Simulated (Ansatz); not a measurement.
A crystal relaxed with r2SCAN in the plane-wave code Ansatz has space group C2/m (No. 12) and a = 12.255 Å, b = 3.039 Å, c = 5.808 Å, β = 103.8°.

```
atom  site       x       y       z
  Ga    4i  0.0905  0.0000  0.7948
  Ga    4i  0.1587  0.5000  0.3144
  Xx    4i  0.1642  0.0000  0.1091
  Xx    4i  0.1733  0.0000  0.5635
  Xx    4i  0.4963  0.0000  0.2563
```

r2SCAN gives an indirect gap of 3.02 eV, from k = (0.448, -0.458, -1/2) to Γ; the least direct gap is 3.05 eV at Γ. HSE06 gives an indirect gap of 4.18 eV, from k = (0.448, -0.458, -1/2) to Γ; the least direct gap is 4.20 eV at Γ. Least and direct gap differ so little that the kind isn't settled. PBE gives an indirect gap of 2.37 eV, from M₂–D (0.20 of the way from M₂) to Γ; the least direct gap is 2.39 eV at Γ. Meshes: r2SCAN 8×8×4, HSE06 6×6×4, PBE 8×8×4.

Q: Which element is Xx?
A. Te
B. S
C. Se
D. O

A: D. Xx is O: Ga2O3 (from a published structure). Ga is surrounded by 4 O at 1.83–1.87 Å; Ga is surrounded by 6 O at 1.94–2.08 Å; O is surrounded by 3 Ga at 1.83–1.94 Å; O is surrounded by 4 Ga at 1.87–2.08 Å; O is surrounded by 3 Ga at 1.84–1.94 Å.

Computed at 0 K without zero-point motion; spin polarisation is off.

Where an edge lies off the special points, it is a point of the mesh or the k point where a search put PBE's edge or least direct gap, reused for the other functionals, whose own edges may lie a little apart; PBE's own value is read along its path and can be a few hundredths of an eV high.

Coordinates of k points refer to the reciprocal vectors of the primitive cell of the runs.

The meshes of the hybrids are coarse, so their gaps aren't converged to the digits shown.
